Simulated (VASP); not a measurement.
Crystal: AlN.

```xyz
4
Lattice="3.1130 0.0000 0.0000 -1.5565 2.6959 0.0000 0.0000 0.0000 4.9810" Properties=species:S:1:pos:R:3 pbc="T T T"
Al    0.0000    1.7973    0.0000
Al    1.5565    0.8986    2.4905
N     0.0000    1.7973    1.8928
N     1.5565    0.8986    4.3833
```

Base run:

- Program: VASP 6.6.1
- Functional: PBEsol
- Potentials or basis: VASP PAW PBE potentials, release 64 (Al, N)
- Cutoff: 520 eV
- k mesh: 8 × 8 × 5
- Occupations: fermi-dirac, width 0.02 eV
- Spin: no spin polarisation

Its results: band gap on the k mesh 4.15 eV, direct; pressure 0.2 GPa; largest force 0.132 eV/Å.

Problem. After a change of settings the same cell gave: band gap on the k mesh 4.90 eV, direct; pressure -1.3 GPa; largest force 0.125 eV/Å. Which change was it?
A. functional from PBEsol to LDA; potentials or basis from VASP PAW PBE potentials, release 64 (Al, N) to VASP PAW LDA potentials, release 64 (Al, N)
B. functional from PBEsol to PBE
C. functional from PBEsol to r2SCAN
D. functional from PBEsol to HSE06; k mesh from 8 × 8 × 5 to 6 × 6 × 4

Solution. C.

r2SCAN gives the wider gap, since meta-GGAs in the generalised Kohn-Sham scheme recover part of the derivative discontinuity.

Caveats: the PAW data sets were made with another functional, which shifts forces and pressure a little; an odd mesh through Γ misses points on the zone boundary, where band edges often lie.

Not every run made on this cell is shown here.
